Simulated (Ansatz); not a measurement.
Runs of Ansatz 0.2.0 on BN. It takes space group P6_3mc (No. 186, hexagonal). The conventional cell has a = 2.554 Å, b = 2.554 Å, c = 4.227 Å, α = 90.00°, β = 90.00°, γ = 120.00°. N (site symmetry 3m) has 4 B at 1.57 to 1.58 Å as nearest neighbours. B (site symmetry 3m) has 4 N at 1.57 to 1.58 Å as nearest neighbours. Measurements of this composition are mostly on another form, of space group No. 194.

| task | level | potentials or basis | cutoff (eV) | basis error allowed | gap on the mesh (eV) | pressure (GPa) | largest force (eV/Å) |
| --- | --- | --- | --- | --- | --- | --- | --- |
| band structure | PBEsol | all-electron PAW datasets made for the crystal | 520 | - | 4.98 | -5.9 | 0.01 |
| band structure | PBEsol | all-electron LAPW, scalar-relativistic | 409 | 0.002 eV/atom | 4.98 | -5.9 | 0.01 |
| single point | PBE | all-electron LAPW, scalar-relativistic | 448 | 0.001 eV/atom | 5.20 | 0.0 | 0.02 |
| band structure | PBEsol | all-electron LAPW, non-relativistic | 409 | 0.002 eV/atom | 4.98 | (a) | 0.01 |

Alike in all rows: no spin polarisation; cell as given; k mesh 12 × 12 × 6; smearing fermi-dirac 0.05 eV.

**Question.** Estimate the missing entries.

**Answer.** (a) -5.7.

A k mesh can miss the band edges.

The runs don't all hold the same shells in valence.
